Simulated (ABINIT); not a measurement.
GaN in ABINIT: the effect of functional

The system is GaN.

```xyz
4
Lattice="3.1800 0.0000 0.0000 -1.5900 2.7540 0.0000 0.0000 0.0000 5.1660" Properties=species:S:1:pos:R:3 pbc="T T T"
Ga    1.5900    0.9180    2.5830
Ga    0.0000    1.8360    0.0000
N     1.5900    0.9180    4.5203
N     0.0000    1.8360    1.9373
```

Alike in all runs:

| Quantity | Value |
| --- | --- |
| Program | ABINIT 10.8.3 (patched build) |
| Task | band structure |
| Potentials or basis | JTH PAW PBE v2.0 |
| Cutoff | 844 eV |
| k mesh | 10 × 10 × 5 |
| Occupations | fermi-dirac, width 0.05 eV |
| Spin | no spin polarisation |

```tsv
functional	gap on the mesh (eV)	pressure (GPa)
PBE	1.96	7.9
LDA	1.98	-3.8
PBEsol	1.90	1.7
RPBE	2.00	12.2
BLYP	2.08	13.1
AM05	2.00	1.8
revPBE	1.98	11.0
PW91	?	?
WC	1.89	1.7
```

Question: What does the run with functional PW91 give?

Answer: gap on the mesh 1.96 eV; pressure 7.1 GPa.

Caveats: the PAW data sets were made with another functional, which shifts forces and pressure a little (some runs).

